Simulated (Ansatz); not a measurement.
# TiO2 (P4_2/mnm) in Ansatz: notebook

One crystal, TiO2, is run at these levels: PBE, PBE+D3(BJ), BLYP+D4; tasks: single point, relaxation of cell and atoms.

All numbers are computed with Ansatz 0.2.0; they aren't measurements. Logs are shortened: lines on timing, memory, paths and dates and some standing lists are left out, and cuts for length are marked.

## (1) The crystal as given

Symmetry: P4_2/mnm, No. 136, tetragonal system. Conventional cell: a = 4.600 Å, b = 4.600 Å, c = 2.959 Å, α = 90.00°, β = 90.00°, γ = 90.00°. Ti (site symmetry mmm) is surrounded by 6 O at 1.95 to 1.98 Å. O (site symmetry m2m) is surrounded by 3 Ti at 1.95 to 1.98 Å.

The cell is a database's computed one.

## (2) Single point, PBE

File input.yaml:

```yaml
crystal:
  lattice:
    - [4.5998373239, 0.0, 0.0]
    - [0.0, 4.5998373239, 0.0]
    - [0.0, 0.0, 2.95921356]
  atoms:
    - { symbol: Ti, position: [0.0, 0.0, 0.5] }
    - { symbol: Ti, position: [0.5, 0.5, 0.0] }
    - { symbol: O, position: [0.30432132, 0.30432132, 0.5] }
    - { symbol: O, position: [0.19567868, 0.80432132, 0.0] }
    - { symbol: O, position: [0.80432132, 0.19567868, 0.0] }
    - { symbol: O, position: [0.69567868, 0.69567868, 0.5] }
hamiltonian:
  xc: pbe
  pseudopotentials: { kind: paw }
kpoints:
  mp_grid: { grid: [6, 6, 9] }
scf:
  occupations: { method: gaussian, width: 0.013 }
output:
  forces: true
  stress: true
  eigenvalues: true
  write_density: true
  write_potential: true
  elf: true
  volumetric_format: npy
```

Potentials or basis: Ansatz PAW.

Command:

```bash
> ansatz run input.yaml --threads 2 --pin off --max-ram 5632MiB --backend cpu --events-out ev --progress --plain --runs-dir out
```

Standard output:

```text
Warning: RAYON_NUM_THREADS=2 ignored (pool sized by the plan → 2); use --threads N
Engine: ansatz 0.2.0, x86_64-unknown-linux-gnu
Pseudopotentials: kind: paw
Pseudopotential: Ti, paw, valence charge 12, recommended cutoff 420 eV (normal), Ti.paw.azcp
Pseudopotential: O, paw, valence charge 6, recommended cutoff 420 eV (normal), O.paw.azcp
Functional definition: PBE
  parameter kappa = 0.804
  parameter beta = 0.06672455060314922
  exchange = pbe_x(kappa = kappa, mu = beta*pi^2/3)
  correlation = pbe_c(beta = beta)
Crystal: 6 atoms, lattice volume = 62.613 Å³
Basis set: ecut = 420 eV, 1217 PW (Γ), exchange–correlation on 64×64×40 points (8 copies of the dense FFT grid, shifted against one another)
Bands: 30, of which v1, the nominal top of the filled ones, is band 24 counted from 1 (23 counted from 0)
Symmetry: 16 space group operations
Space group: P42/mnm (ITA 136), of the structure as read, at distance tolerance 4.0e-5 Å
k-points: 50 of 324
Non-local potential: Ti, projectors of the file, l = 0: 3, l = 1: 2, l = 2: 3, l = 3: 1
Non-local potential: O, projectors of the file, l = 0: 2, l = 1: 2, l = 2: 1
PAW form: soft (Blöchl's): semilocal exchange-correlation on the pseudo side does not see the compensation charge
PAW one-centre angular grid: Ti, 590 points (default); XC on 64 Gauss nodes
PAW one-centre angular grid: O, 110 points (default); XC on 64 Gauss nodes
Initial density: superposition of atomic densities (neutral atoms: chi_scale 0, normalization atom), corrected by the library's trained network
Initial wavefunctions: pseudopotential atomic-orbital guess
Functional: x = pbe(κ = 0.804, μ = 0.2195149727645171), c = pbe(β = 0.06672455060314922)
SCF iter   1: F=—  HF=-7277.286481 eV  |F-HF|=—  |Δ(HF+E_count)|=         —  Δρ=2.13e-3  dr2=1.75e-3  ethr=1.77e-3  ⟨swp⟩=5.7  Hψ=6149  notcnv=0
preconditioner: auto → Resta (q_TF=auto, 2.610 Å⁻¹)  ε∞=9.0  [insulator: Δε(μ)=1.845 eV  Ē_g=9.401 eV  σ=0.013 eV  W_gap=1.00  n_scr=18 (ndim 8)  ℏωp=26.5 eV  f_vac=0.019  D(μ)=0.00/eV (n_scr^D=0)  ε∞_Penn≈9.0]
SCF iter   2: F=—  HF=-7277.287199 eV  |F-HF|=—  |Δ(HF+E_count)|=   7.19e-4  Δρ=1.28e-3  dr2=5.41e-4  ethr=3.64e-6  ⟨swp⟩=2.6  Hψ=3034  notcnv=0  defer=75
SCF iter   3: F=—  HF=-7277.287444 eV  |F-HF|=—  |Δ(HF+E_count)|=   2.44e-4  Δρ=6.35e-4  dr2=1.45e-4  ethr=1.13e-6  ⟨swp⟩=2.0  Hψ=2250  notcnv=0  defer=75
SCF iter   4: F=—  HF=-7277.287587 eV  |F-HF|=—  |Δ(HF+E_count)|=   1.43e-4  Δρ=2.11e-4  dr2=2.09e-5  ethr=3.03e-7  ⟨swp⟩=2.5  Hψ=2259  notcnv=0  defer=75
SCF iter   5: F=—  HF=-7277.287613 eV  |F-HF|=—  |Δ(HF+E_count)|=   2.59e-5  Δρ=4.06e-5  dr2=1.11e-6  ethr=4.36e-8  ⟨swp⟩=2.0  Hψ=2043  notcnv=0  defer=75
SCF iter   6: F=-7277.287613 eV  HF=-7277.287613 eV  |F-HF|=3.11e-8  |Δ(HF+E_count)|=   4.69e-7  Δρ=8.13e-6  dr2=6.27e-8  ethr=2.08e-10  ⟨swp⟩=9.2  Hψ=10023  notcnv=0
SCF 1 converged in 6 iterations: F = -7277.287613 eV  dr2 = 6.27e-8
SCF converged after 6 iterations
Free energy (F): -7277.287613 eV
Harris-Foulkes:  -7277.287613 eV  (|F-HF|=3.11e-8)
Internal energy: -7277.287613 eV  (E = F + TS)
E sigma→0 (E₀):  -7277.287613 eV
Fermi energy:    10.032323 eV
--- Per-component energies (eV) ---
  E_band       = -392.969414
  E_kinetic    = 1246.817456
  E_local      = -3088.967968  (includes V_loc(G=0)·N_el)
  E_nonlocal   = 196.398645
  E_hartree    = 1176.208360
  E_xc         = -492.777252
  E_vxc        = -624.103589  (∫ρ·V_xc dr)
  E_paw        = -2721.881760  (= ΣΔE_a)
  E_vpaw       = -475.532037  (= ΣTr[D̂ρ^β])
  E_aug_tail   = 0.010118  (compensation charges beyond the density's cutoff)
  E_ewald      = -3593.095214
  E_smearing   = -0.000000  (= −TS)
  E_closure    = -0.000000  (closes the sum)
  Σ components = -7277.287613   (vs F -7277.287613, Δ=0.00e0)
--- Forces (eV/Å), atoms counted from 1 ---
  atom   1  Ti     0.00000000    -0.00000000     0.00000000
  atom   2  Ti     0.00000000     0.00000000     0.00000000
  atom   3  O      0.00290407     0.00290407     0.00000000
  atom   4  O     -0.00290407     0.00290407     0.00000000
  atom   5  O      0.00290407    -0.00290407     0.00000000
  atom   6  O     -0.00290407    -0.00290407     0.00000000
  max |Σ_I F_I| component: 8.67e-19 eV/Å
--- Stress (GPa, compression-positive) ---
        4.519275       0.000000       0.000000
        0.000000       4.519275       0.000000
        0.000000       0.000000       3.697676
  P = ⅓ Tr σ = 4.2454 GPa (42.454 kbar)
--- Band table (eV; the first three rows and the last of 50) ---
  k-point 0: bands = ["-47.7786", "-47.7618", "-24.0954", "-24.0954", "-23.9315", "-23.9315", "-23.8916", "-23.8573", "-9.0995", "-7.9327", "-7.2027", "-7.2027", "3.3448", "3.7612", "4.1949", "5.2921", "5.2921", "6.5506", "6.5506", "7.1203", "8.3952", "8.6472", "8.6472", "9.0997", "10.9649", "11.2524", "11.4971", "11.5951", "11.5951", "13.4791"]
  k-point 1: bands = ["-47.7734", "-47.7576", "-24.0818", "-24.0818", "-23.9444", "-23.9291", "-23.9291", "-23.9129", "-8.9715", "-7.8603", "-7.2628", "-7.2628", "3.5235", "3.8956", "4.3365", "5.1496", "5.1496", "6.7515", "6.8056", "6.8056", "7.8884", "8.4001", "8.4001", "9.0388", "11.2667", "11.3699", "11.4182", "11.7533", "11.7533", "13.5639"]
  k-point 2: bands = ["-47.7600", "-47.7471", "-24.0757", "-24.0514", "-24.0458", "-24.0458", "-23.9241", "-23.9241", "-8.6295", "-7.6911", "-7.4146", "-7.4146", "3.9969", "4.2377", "4.7523", "5.0096", "5.0096", "5.9752", "6.8992", "7.2334", "7.2334", "7.7936", "7.7936", "8.7558", "11.3234", "11.5829", "11.7963", "12.1201", "12.1201", "13.2777"]
  k-point 49: bands = ["-47.7309", "-47.7309", "-24.3081", "-24.3081", "-23.9661", "-23.9661", "-23.9299", "-23.9299", "-7.7900", "-7.7900", "-7.5564", "-7.5564", "4.3828", "4.3828", "4.5500", "4.5500", "5.5812", "5.5812", "6.4215", "6.4215", "7.7783", "7.7783", "8.3934", "8.3934", "11.7431", "11.7431", "12.2811", "12.2811", "12.2827", "12.2827"]
```

Wall time 7.1 s (2 threads of Intel Xeon at 2.50GHz (Skylake/Cascade Lake), shared host); peak memory 0.4 GiB.

What came out:

| Property | Result |
| --- | --- |
| Free energy | -7277.2876 eV |
| Pressure | 4.2 GPa |
| Largest force | 0.004 eV/Å |
| Band gap on the k mesh | 1.87 eV, direct |

Forces on the atoms (eV/Å):
```
Ti   0.000  0.000  0.000
Ti   0.000  0.000  0.000
O    0.003  0.003  0.000
O   -0.003  0.003  0.000
O    0.003 -0.003  0.000
O   -0.003 -0.003  0.000
```

Levels at points of the mesh, in eV from the valence-band top:
```csv
k point,band 22,band 23,band 24,band 25,band 26,band 27
"(0.00, 0.00, 0.00)",-0.45,-0.45,0.00,1.87,2.15,2.40
"(0.00, -0.50, 0.00)",-1.64,-0.74,-0.74,2.53,2.53,3.02
"(-0.50, -0.50, 0.00)",-1.31,-1.07,-1.07,1.90,1.90,2.52
```

Caveat: odd divisions of the mesh miss points on the zone boundary, where band edges often lie, so the gap on the mesh can be too wide; the pressure holds a Pulay correction of +0.7 GPa for the finite cutoff.

## (3) Single point, PBE

input.yaml: that of step 2 with these lines changed.

```diff
@@ -18,3 +18,3 @@
 scf:
-  occupations: { method: gaussian, width: 0.013 }
+  occupations: { method: gaussian, width: 0.014 }
 output:
```

Potentials or basis: Ansatz PAW.

Command:

```bash
> ansatz run input.yaml --threads 2 --pin off --max-ram 5632MiB --backend cpu --events-out ev --progress --plain --runs-dir out
```

Run time: 6.7 s. Hardware: 2 threads of Intel Xeon at 2.50GHz (Skylake/Cascade Lake), shared host; peak memory 0.41 GiB.

The run converged. Its results:

```yaml
Free_energy: -7277.2876 eV
Pressure: 4.2 GPa
Largest_force: 0.004 eV/Å
Band_gap_on_the_k_mesh: 1.87 eV, direct
```

Forces in eV/Å, atoms in the order of the input:
```
Ti   0.000  0.000  0.000
Ti   0.000  0.000  0.000
O    0.003  0.003  0.000
O   -0.003  0.003  0.000
O    0.003 -0.003  0.000
O   -0.003 -0.003  0.000
```

Stress tensor (GPa, compression positive):
```
4.52 0.00 0.00
0.00 4.52 0.00
0.00 0.00 3.70
```

Levels at points of the mesh, in eV from the valence-band top:
```
             k point  band 22  band 23  band 24  band 25  band 26  band 27
  (0.00, 0.00, 0.00)    -0.45    -0.45     0.00     1.87     2.15     2.40
 (0.00, -0.50, 0.00)    -1.64    -0.74    -0.74     2.53     2.53     3.02
(-0.50, -0.50, 0.00)    -1.31    -1.07    -1.07     1.90     1.90     2.52
```

Caveat: odd divisions of the mesh miss points on the zone boundary, where band edges often lie, so the gap on the mesh can be too wide; the pressure holds a Pulay correction of +0.7 GPa for the finite cutoff.

## (4) Relaxation of cell and atoms, PBE+D3(BJ)

input.yaml: that of step 3 with these lines changed.

```diff
@@ -15,2 +15,3 @@
   pseudopotentials: { kind: paw }
+  dispersion: d3bj
 kpoints:
@@ -18,3 +19,3 @@
 scf:
-  occupations: { method: gaussian, width: 0.014 }
+  occupations: { method: fermi_dirac, width: 0.05 }
 output:
@@ -22,3 +23,2 @@
   stress: true
-  eigenvalues: true
   write_density: true
@@ -27 +27,5 @@
   volumetric_format: npy
+relax:
+  f_tol: 0.01
+  max_steps: 40
+  cell: { stress_tol: 0.05 }
```

Command:

```bash
> ansatz run input.yaml --threads 2 --pin off --max-ram 5632MiB --backend cpu --events-out ev --progress --plain --runs-dir out
```

Run time: 26 s. Hardware: 2 threads of Intel Xeon at 2.50GHz (Skylake/Cascade Lake), shared host; peak memory 0.43 GiB.

It converged, with:

```
Free energy                            : -7278.7759 eV
Relaxed volume                         : 10.45 Å³/atom
Relaxed cell                           : a = 4.608 Å, b = 4.608 Å, c = 2.954 Å, α = 90.00°, β = 90.00°, γ = 90.00°
Space group after relaxing (to 0.05 Å) : P4_2/mnm (No. 136)
Energy gained by relaxing              : 0.1 meV/atom
Ionic steps                            : 5
Pressure after relaxing                : 0.0 GPa
Band gap on the k mesh                 : 1.87 eV, direct
```

The path:
```csv
step,energy change (eV),largest force (eV/Å),volume (Å³)
1,0.0000,0.0004,62.61
2,0.0000,0.0296,62.68
3,0.0001,0.0143,62.72
4,0.0001,0.0013,62.72
5,-0.0005,0.0013,62.72
```

Final structure:
```
Ti O
1.0
     4.60772    0.00000    0.00000
     0.00000    4.60772    0.00000
     0.00000    0.00000    2.95436
Ti O
2 4
Direct
  0.00000 0.00000 0.50000
  0.50000 0.50000 0.00000
  0.30438 0.30438 0.50000
  0.19562 0.80438 0.00000
  0.80438 0.19562 0.00000
  0.69562 0.69562 0.50000
```

Levels at points of the mesh, in eV from the valence-band top:
```csv
k point,band 22,band 23,band 24,band 25,band 26,band 27
"(0.00, 0.00, 0.00)",-0.45,-0.45,0.00,1.87,2.15,2.41
"(0.00, -0.50, 0.00)",-1.61,-0.74,-0.74,2.53,2.53,3.02
"(-0.50, -0.50, 0.00)",-1.28,-1.07,-1.07,1.90,1.90,2.53
```

Caveat: odd divisions of the mesh miss points on the zone boundary, where band edges often lie, so the gap on the mesh can be too wide; the plane-wave basis is chosen anew once the cell has moved, so the energies of steps on either side of that aren't comparable; the pressure holds a Pulay correction of +0.7 GPa for the finite cutoff.

## (5) Relaxation of cell and atoms, BLYP+D4

input.yaml: that of step 4 with these lines changed.

```diff
@@ -13,5 +13,5 @@
 hamiltonian:
-  xc: pbe
+  xc: blyp
   pseudopotentials: { kind: paw }
-  dispersion: d3bj
+  dispersion: d4
 kpoints:
```

Command:

```bash
> ansatz run input.yaml --threads 2 --pin off --max-ram 5632MiB --backend cpu --events-out ev --progress --plain --runs-dir out
```

It took 37 s on 2 threads of Intel Xeon at 2.50GHz (Skylake/Cascade Lake), shared host; peak memory 0.43 GiB.

The run converged. Its results:

* Free energy: -7300.4908 eV
* Relaxed volume: 10.53 Å³/atom
* Relaxed cell: a = 4.615 Å, b = 4.615 Å, c = 2.966 Å, α = 90.00°, β = 90.00°, γ = 90.00°
* Space group after relaxing (to 0.05 Å): P4_2/mnm (No. 136)
* Energy gained by relaxing: 0.6 meV/atom
* Ionic steps: 6
* Pressure after relaxing: 0.0 GPa
* Largest force after relaxing: 0.006 eV/Å
* Band gap on the k mesh: 1.84 eV, direct

Forces on the atoms (eV/Å):
```
Ti   0.000  0.000  0.000
Ti   0.000  0.000  0.000
O    0.005  0.005  0.000
O   -0.005  0.005  0.000
O    0.005 -0.005  0.000
O   -0.005 -0.005  0.000
```

Step by step:
```
step  energy change (eV)  largest force (eV/Å)  volume (Å³)
   1              0.0000                0.0415        62.61
   2             -0.0009                0.0066        62.99
   3             -0.0004                0.0018        63.14
   4             -0.0035                0.0017        63.14
   5             -0.0034                0.0064        63.17
   6             -0.0036                0.0064        63.17
```

Final structure:
```
Ti O
1.0
     4.61476    0.00000    0.00000
     0.00000    4.61476    0.00000
     0.00000    0.00000    2.96612
Ti O
2 4
Cartesian
  0.0000 0.0000 1.4831
  2.3074 2.3074 0.0000
  1.4041 1.4041 1.4831
  0.9033 3.7115 0.0000
  3.7115 0.9033 0.0000
  3.2107 3.2107 1.4831
```

Levels at points of the mesh, in eV from the valence-band top:
| k point | band 20 | band 21 | band 22 | band 23 | band 24 | band 25 | band 26 | band 27 | band 28 | band 29 |
| --- | --- | --- | --- | --- | --- | --- | --- | --- | --- | --- |
| (0.00, 0.00, 0.00) | -1.95 | -0.70 | -0.45 | -0.45 | 0.00 | 1.84 | 2.12 | 2.35 | 2.45 | 2.45 |
| (0.00, -0.50, 0.00) | -3.01 | -1.62 | -1.62 | -0.72 | -0.72 | 2.48 | 2.48 | 2.96 | 2.96 | 3.48 |
| (-0.50, -0.50, 0.00) | -2.14 | -1.29 | -1.29 | -1.06 | -1.06 | 1.87 | 1.87 | 2.47 | 2.47 | 3.74 |

Caveat: odd divisions of the mesh miss points on the zone boundary, where band edges often lie, so the gap on the mesh can be too wide; the plane-wave basis is chosen anew once the cell has moved, so the energies of steps on either side of that aren't comparable; the pressure holds a Pulay correction of +0.9 GPa for the finite cutoff; the PAW data sets come from PBE, with cores solved anew for the run's functional, which leaves a small shift of forces and pressure. A k mesh can miss the band edges.

[end of part 1 of 2]
